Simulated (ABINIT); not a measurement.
Ge:

```
CELL_PARAMETERS angstrom
0.00000 2.82891 2.82891
2.82891 0.00000 2.82891
2.82891 2.82891 0.00000
ATOMIC_POSITIONS crystal
Ge 0.75000 0.75000 0.75000
Ge 0.50000 0.50000 0.50000
```

Base run:

- Program: ABINIT 10.8.3 (patched build)
- Functional: BLYP
- Potentials or basis: JTH PAW PBE v2.0
- Cutoff: 544 eV
- k mesh: 8 × 8 × 8
- Occupations: fermi-dirac, width 0.05 eV
- Spin: no spin polarisation

Its results: band gap on the k mesh none (metal or under the smearing width).

The run is repeated on the same cell with these changes: functional from BLYP to revPBE. What comes out?

Band gap on the k mesh 0.08 eV, direct.

Caveats: this crystal is a semiconductor, whose small gap the functional closes, so the metal is an error of the method (some runs).

A k mesh can miss the band edges.
